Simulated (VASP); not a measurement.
# Al16N15 (a cell with a defect) in VASP: notebook, part 2 of 2

VASP 6.6.1.

## Step 4: Single point, PBEsol, collinear spin, ferromagnetic start

File INCAR:

```
SYSTEM = Al16N15
ALGO     = Normal         ! electronic algorithm
EDIFF    = 1E-5           ! SCF threshold, eV
ENCUT    = 450            ! plane-wave cutoff, eV
GGA      = PS             ! functional
ISIF     = 2              ! what is computed and relaxed
ISMEAR   = 0              ! smearing method
ISPIN    = 2              ! spin polarisation
ISYM     = 0            
KPAR     = 4            
LASPH    = .True.         ! aspherical terms in the spheres
LCHARG   = .False.        ! write CHGCAR
LORBIT   = 11             ! projections on sites
LREAL    = Auto         
LWAVE    = .False.        ! write WAVECAR
MAGMOM   = 0.5 0 0 0 0 0 0 0 0.5 0 0.5 0 0.5 0 0 0 0 0 0 0 0 0 0 0 0 0 0 0 0 0 0 ! initial moments
NELECT   = 122.0        
NELM     = 120            ! most SCF steps
NUPDOWN  = 2              ! fixed moment
PREC     = Accurate       ! precision mode
SIGMA    = 0.03           ! smearing width, eV
```

File KPOINTS:

```
k-points
0
Gamma
  3 3 2
  0 0 0
```

File POSCAR:

```
Al16N15                                 
1.0
    6.2200008610      0.0000000000      0.0000000000
   -3.1100004305      5.3866787572      0.0000000000
    0.0000000000      0.0000000000      9.9600000000
  Al              N             
    16    15
Direct
     0.3324441807220634    0.1670222904460495    0.9902093300071012
     0.3327265494305967    0.1676771483052031    0.5018753515674473
     0.3345407145727990    0.6681962535503366    0.9991702466750835
     0.3340209617225492    0.6685076778840678    0.5009248803988815
     0.8314696820365685    0.1649531523478054    0.9991785303756646
     0.8322679576579348    0.1666362135653104    0.5009762172766137
     0.8312936156436743    0.6681911471845400    0.9991907897432344
     0.8320749221741381    0.6683098851620971    0.5009638449121885
     0.1627057646451379    0.3373535192136727    0.2513589831202123
     0.1658251585741052    0.3344126663944044    0.7495553140228143
     0.1628582866031586    0.8285322413341634    0.2512918411547744
     0.1653434733481828    0.8328610381690433    0.7496489715920203
     0.6720822517041342    0.3375441725069583    0.2514720537961099
     0.6667785160658579    0.3340824447957099    0.7497403419101873
     0.6657610642748373    0.8344299649378926    0.2521673575205755
     0.6661724849799630    0.8340440295217320    0.7495063571443937
     0.3325996733513963    0.1670463059225680    0.6926659230455211
     0.3339298226945201    0.6684389855528833    0.1904533386064916
     0.3321347378730060    0.6670945898330857    0.6914501765325334
     0.8315781919467155    0.1661289712349081    0.1904887806674826
     0.8333038975607228    0.1680307176749841    0.6914779551716163
     0.8317354022770925    0.6685584938951283    0.1904558432626904
     0.8327730226746619    0.6666882938294342    0.6914924471320006
     0.1669525874115358    0.3337401230900012    0.4398521132985050
     0.1657444306719788    0.3340057591334965    0.9430902788073854
     0.1667613062520562    0.8359643529369014    0.4398383530278433
     0.1654418507974028    0.8333084227159828    0.9431010047368388
     0.6645679533053446    0.3336363669876948    0.4399454417326071
     0.6662127600190825    0.3338486910382684    0.9432147224249068
     0.6660712532949563    0.8345245916908898    0.4414990581112244
     0.6657465257138040    0.8338214891447888    0.9406581522250522
```

Started as:

```sh
> cat potpaw_PBE.64/Al/POTCAR potpaw_PBE.64/N/POTCAR > POTCAR
> mpirun -np 4 vasp_std > vasp.out
```

Run time: 3.1 min. Hardware: 4 MPI ranks of Intel Xeon 6975P-C (Granite Rapids), shared host; peak memory 0.67 GiB.

The run converged. Its results:

| Property | Result |
| --- | --- |
| Free energy | -242.5253 eV |
| Largest force | 0.607 eV/Å |
| Net moment | 2.00 μB per cell |
| Site moments | Al +0.02, +0.00, -0.00, +0.09; N +0.00, +0.04, +0.01, +0.03 μB |
| Valence electrons inside the program's atomic spheres | Al 0.79, 0.80, 0.81; N 3.83, 3.82, 3.84 |

Forces on the atoms (eV/Å):
```
Al  -0.001 -0.003 -0.395
Al   0.004  0.001  0.008
Al   0.081  0.053  0.272
Al   0.085  0.037 -0.116
Al   0.001 -0.088  0.280
Al   0.000 -0.104 -0.118
Al  -0.082  0.048  0.278
Al  -0.090  0.046 -0.118
Al  -0.511  0.299 -0.026
Al   0.027 -0.011 -0.032
Al  -0.002 -0.606 -0.034
Al   0.008  0.041 -0.041
Al   0.512  0.305 -0.039
Al  -0.032 -0.013 -0.050
Al   0.011 -0.011 -0.110
Al  -0.007 -0.008  0.047
N    0.000  0.010  0.023
N   -0.011 -0.009 -0.050
N   -0.020 -0.015  0.031
N    0.011  0.018 -0.056
N   -0.014  0.020  0.034
N    0.014 -0.014 -0.046
N    0.020 -0.003  0.029
N    0.060 -0.039  0.128
N    0.029 -0.018 -0.056
N    0.001  0.073  0.122
N    0.006  0.039 -0.069
N   -0.062 -0.036  0.130
N   -0.042 -0.010 -0.072
N    0.005 -0.002  0.168
N    0.001  0.001 -0.123
```

Caveat: the k mesh is coarse (spacing up to 0.39 Å⁻¹), so the values aren't converged; the cell is charged against a uniform background, so pressure and absolute levels hang on convention; the cutoff is under 1.25 times the usual one of these potentials, so pressure, stress and relaxed cells hold a basis-set (Pulay) error; the PAW data sets were made with another functional, which shifts forces and pressure a little; the total moment is fixed, so each spin has its own Fermi level.

## Step 5: Single point, HSE06, collinear spin, ferromagnetic start

POSCAR is that of step 4.

File INCAR.step1:

```
SYSTEM = Al16N15
ALGO     = Normal         ! electronic algorithm
EDIFF    = 1E-5           ! SCF threshold, eV
ENCUT    = 450            ! plane-wave cutoff, eV
GGA      = PE             ! functional
ISIF     = 2              ! what is computed and relaxed
ISMEAR   = 0              ! smearing method
ISPIN    = 2              ! spin polarisation
ISYM     = -1           
KPAR     = 2            
LASPH    = .True.         ! aspherical terms in the spheres
LCHARG   = .False.        ! write CHGCAR
LORBIT   = 11             ! projections on sites
LREAL    = Auto         
LWAVE    = .True.         ! write WAVECAR
MAGMOM   = -0.6 0 0 0 0 0 0 0 -0.6 0 -0.6 0 -0.6 0 0 0 0 0 0 0 0 0 0 0 0 0 0 0 0 0 0 ! initial moments
NELECT   = 122.0        
NELM     = 70             ! most SCF steps
NKRED    = 2            
NUPDOWN  = 0              ! fixed moment
PREC     = Accurate       ! precision mode
SIGMA    = 0.03           ! smearing width, eV
TIME     = 0.4
```

File INCAR.step2:

```
SYSTEM = Al16N15
ALGO     = Damped         ! electronic algorithm
EDIFF    = 1E-4           ! SCF threshold, eV
ENCUT    = 450            ! plane-wave cutoff, eV
GGA      = PE             ! functional
HFSCREEN = 0.2            ! screening, 1/A
ISIF     = 2              ! what is computed and relaxed
ISMEAR   = 0              ! smearing method
ISPIN    = 2              ! spin polarisation
ISTART   = 1            
ISYM     = -1           
KPAR     = 2            
LASPH    = .True.         ! aspherical terms in the spheres
LCHARG   = .False.        ! write CHGCAR
LHFCALC  = .True.         ! exact exchange
LORBIT   = 11             ! projections on sites
LREAL    = Auto         
LWAVE    = .False.        ! write WAVECAR
MAGMOM   = -0.6 0 0 0 0 0 0 0 -0.6 0 -0.6 0 -0.6 0 0 0 0 0 0 0 0 0 0 0 0 0 0 0 0 0 0 ! initial moments
NELECT   = 122.0        
NELM     = 70             ! most SCF steps
NKRED    = 2            
NUPDOWN  = 0              ! fixed moment
PREC     = Accurate       ! precision mode
PRECFOCK = Fast         
SIGMA    = 0.03           ! smearing width, eV
TIME     = 0.4
```

File KPOINTS:

```
k-points
0
Gamma
  2 2 2
  0 0 0
```

Potentials or basis: VASP PAW PBE potentials, release 64 (Al, N).

Started as:

```sh
> cat potpaw_PBE.64/Al/POTCAR potpaw_PBE.64/N/POTCAR > POTCAR
> cp INCAR.step1 INCAR
> mpirun -np 4 vasp_std > vasp.out
> cp INCAR.step2 INCAR
> mpirun -np 4 vasp_std > vasp.out
```

OUTCAR:

```text
SYSTEM = Al16N15
   EDIFF = 1E-4
   ENCUT = 450
   GGA = PE
   HFSCREEN = 0.2
   ISIF = 2
   ISMEAR = 0
   ISPIN = 2
   ISTART = 1
   ISYM = -1
   LASPH = .True.
   LHFCALC = .True.
   LORBIT = 11
   LREAL = Auto
   NELECT = 122.0
   NELM = 70
   NKRED = 2
   NUPDOWN = 0
   PREC = Accurate
   PRECFOCK = Fast

 ion  position               nearest neighbor table
   1  0.332  0.167  0.990-  25 1.86  29 1.86  27 1.86  14 3.00  12 3.00  10 3.00   3 3.11   5 3.11
                             7 3.11   7 3.11   5 3.11   3 3.11  11 3.18  13 3.18   9 3.18
   2  0.333  0.168  0.502-  26 1.89  28 1.89  24 1.89  17 1.90  10 3.05  14 3.05  12 3.06  13 3.09
                            11 3.09   9 3.09   4 3.11   6 3.11   8 3.11   8 3.11   6 3.11   4 3.11
   3  0.335  0.668  0.999-  31 1.88  25 1.88  27 1.88  18 1.91  16 3.06  12 3.07  10 3.07   9 3.08
                            11 3.08  15 3.09   7 3.09   5 3.09   1 3.11   1 3.11   5 3.13   7 3.13
   4  0.334  0.669  0.501-  30 1.88  19 1.90  26 1.90  24 1.90  16 3.05  15 3.05  12 3.06   9 3.06
                            11 3.06  10 3.06   8 3.10   6 3.10   2 3.11   2 3.11   6 3.12   8 3.12
   5  0.831  0.165  0.999-  31 1.88  29 1.88  25 1.89  20 1.91  16 3.06  14 3.07  10 3.07   9 3.08
                            13 3.08  15 3.09   7 3.09   3 3.09   1 3.11   1 3.11   3 3.13   7 3.13
   6  0.832  0.167  0.501-  30 1.88  21 1.90  28 1.90  24 1.90  16 3.06  15 3.06   9 3.06  14 3.06
                            13 3.06  10 3.06   4 3.10   8 3.10   2 3.11   2 3.11   8 3.12   4 3.12
   7  0.831  0.668  0.999-  31 1.88  27 1.88  29 1.89  22 1.91  16 3.06  14 3.07  12 3.07  13 3.08
                            11 3.08  15 3.09   5 3.09   3 3.09   1 3.11   1 3.11   3 3.13   5 3.13
   8  0.832  0.668  0.501-  30 1.89  23 1.90  28 1.90  26 1.90  16 3.05  15 3.06  13 3.06  12 3.06
                            11 3.06  14 3.06   4 3.10   6 3.10   2 3.11   2 3.11   6 3.12   4 3.12
   9  0.163  0.337  0.251-  24 1.88  18 1.88  20 1.88  13 3.05  11 3.05   6 3.06   4 3.06   3 3.08
[... 16 lines left out ...]
  18  0.334  0.668  0.190-   9 1.88  11 1.88  15 1.89   3 1.91
  19  0.332  0.667  0.691-  12 1.88  10 1.88  16 1.89   4 1.90
  20  0.832  0.166  0.190-  13 1.88   9 1.88  15 1.89   5 1.91
[... 833 lines left out ...]
      1     -11.5098      1.00000
      2     -10.6675      1.00000
      3     -10.5334      1.00000
      4      -9.6116      1.00000
      5      -9.6096      1.00000
      6      -9.4223      1.00000
[... 597 lines left out ...]
     72      13.3870      0.00000
     73      13.9857      0.00000
 [bands above 73 left out]

------------------------ aborting loop because EDIFF is reached ----------------------------------------

  FORCE on cell =-STRESS in cart. coord.  units (eV):
  Direction    XX          YY          ZZ          XY          YZ          ZX
  --------------------------------------------------------------------------------------
  -------------------------------------------------------------------------------------
  Total      -15.7320125    -15.7680625    -16.8504664     -0.0068049      0.0211266     -0.0012991
  in kB      -75.5307861    -75.7038654    -80.9005824     -0.0326711      0.1014306     -0.0062372
  external PRESSURE =     -77.3784113 kB  Pullay stress =       0.0000000 kB

 VOLUME and BASIS-vectors are now :
 -----------------------------------------------------------------------------
  energy-cutoff  :      450.00
  volume of cell :      333.71
      direct lattice vectors                 reciprocal lattice vectors
     6.220000861  0.000000000  0.000000000     0.160771682  0.092821574  0.000000000
    -3.110000430  5.386678757  0.000000000     0.000000000  0.185643148  0.000000000
     0.000000000  0.000000000  9.960000000     0.000000000  0.000000000  0.100401606

 POSITION                                       TOTAL-FORCE (eV/Angst)
 -----------------------------------------------------------------------------------
      1.54836      0.89970      9.86248        -0.001509      0.005051     -0.156353
      1.54808      0.90322      4.99868         0.001857     -0.002126      0.011018
      0.00275      3.59936      9.95174         0.000619      0.005441      0.004488
     -0.00145      3.60104      4.98921         0.001585     -0.010216      0.016722
      4.65874      0.88855      9.95182        -0.000759      0.007688      0.009800
      4.65847      0.89762      4.98972         0.001768     -0.011338      0.015750
[... 23 lines left out ...]
      1.54759      4.49532      4.39733         0.005445     -0.003018     -0.019583
      1.54776      4.49153      9.36896         0.002237      0.001543      0.000956
 -----------------------------------------------------------------------------------
    total drift:                                0.003051     -0.000758      0.045553

  FREE ENERGIE OF THE ION-ELECTRON SYSTEM (eV)
  ---------------------------------------------------
  free  energy   TOTEN  =      -274.0958964466 eV

  energy  without entropy=     -274.0958964466  energy(sigma->0) =     -274.09589645

 total charge

# of ion       s       p       d       tot
------------------------------------------
    1        0.430   0.433   0.000   0.862
    2        0.416   0.450   0.000   0.866
    3        0.417   0.453   0.000   0.871
    4        0.416   0.448   0.000   0.864
    5        0.417   0.454   0.000   0.871
    6        0.416   0.448   0.000   0.864
[... 23 lines left out ...]
   30        1.228   2.633   0.000   3.861
   31        1.228   2.635   0.000   3.863
--------------------------------------------------
tot         25.141  46.440   0.000  71.581

 magnetization (x)

# of ion       s       p       d       tot
------------------------------------------
    1        0.000   0.000   0.000   0.000
    2       -0.000   0.000   0.000  -0.000
    3       -0.000   0.000   0.000  -0.000
    4       -0.000   0.000   0.000  -0.000
    5        0.000   0.000   0.000   0.000
    6        0.000   0.000   0.000   0.000
[... 23 lines left out ...]
   30       -0.000  -0.000   0.000  -0.000
   31       -0.000  -0.000   0.000  -0.000
--------------------------------------------------
tot         -0.000   0.000   0.000  -0.000
```

It took 10 min on 4 MPI ranks of Intel Xeon 6975P-C (Granite Rapids), shared host; peak memory 0.7 GiB.

Results:

```yaml
Free_energy: -274.0959 eV
Largest_force: 0.162 eV/Å
Net_moment: 0.00 μB per cell
Valence_electrons_inside_the_program's_atomic_spheres: Al 0.86, 0.87, 0.84; N 3.85, 3.86
```

Forces on the atoms (eV/Å):
```
Al  -0.002  0.005 -0.156
Al   0.002 -0.002  0.011
Al   0.001  0.005  0.004
Al   0.002 -0.010  0.017
Al  -0.001  0.008  0.010
Al   0.002 -0.011  0.016
Al  -0.002  0.000  0.006
Al  -0.006  0.001  0.016
Al  -0.122  0.077  0.060
Al  -0.008  0.008 -0.001
Al   0.007 -0.151  0.059
Al   0.007  0.003 -0.013
Al   0.125  0.071  0.046
Al   0.001  0.008 -0.020
Al   0.007 -0.009  0.005
Al  -0.009 -0.009  0.017
N    0.000  0.011  0.006
N   -0.031 -0.026  0.021
N   -0.005 -0.005 -0.015
N    0.016  0.044  0.017
N   -0.016  0.002 -0.014
N    0.036 -0.032  0.027
N    0.005  0.007 -0.016
N    0.012 -0.012 -0.050
N    0.046 -0.029  0.031
N   -0.001  0.015 -0.053
N    0.005  0.063  0.027
N   -0.019 -0.009 -0.056
N   -0.059 -0.020  0.017
N    0.005 -0.003 -0.020
N    0.002  0.002  0.001
```

Caveat: the k mesh is coarse (spacing up to 0.58 Å⁻¹), so the values aren't converged, least of all with exact exchange; the cell is charged against a uniform background, so pressure and absolute levels hang on convention; the cutoff is under 1.25 times the usual one of these potentials, so pressure, stress and relaxed cells hold a basis-set (Pulay) error; the moment is held away from its start; the PAW data sets were made with another functional, which shifts forces and pressure a little; the total moment is fixed, so each spin has its own Fermi level.

## Step 6: The runs side by side

| level | potentials or basis | fixed moment (μB) | k mesh | grid for exact exchange (PRECFOCK) | screening parameter | mesh quality | moment (μB) | largest force (eV/Å) |
| --- | --- | --- | --- | --- | --- | --- | --- | --- |
| LDA | VASP PAW LDA potentials, release 64 (Al, N) | 0 | 3 × 3 × 2 | - | - | coarse | 0.00 | 0.16 |
| PBEsol | VASP PAW PBE potentials, release 64 (Al, N) | 0 | 4 × 4 × 2 | - | - | not flagged | 0.00 | 0.02 |
| PBEsol | VASP PAW PBE potentials, release 64 (Al, N) | 2 | 3 × 3 × 2 | - | - | coarse | 2.00 | 0.61 |
| HSE06 | VASP PAW PBE potentials, release 64 (Al, N) | 0 | 2 × 2 × 2 | Fast | 0.2 1/A | coarse | 0.00 | 0.16 |

Alike in all rows: task single point; spin collinear, ferromagnetic start; cell as given; cutoff (eV) 450; smearing gaussian 0.03 eV.

Caveats: some runs use coarse meshes; the cell is charged against a uniform background, so pressure and absolute levels hang on convention; the cutoff is under 1.25 times the usual one of these potentials, so pressure, stress and relaxed cells hold a basis-set (Pulay) error; the total moment is fixed, so each spin has its own Fermi level; the moment is held away from its start (some runs); the PAW data sets were made with another functional, which shifts forces and pressure a little (some runs).

Total energies depend on the potentials used, so only differences within one code and one set of settings carry meaning.
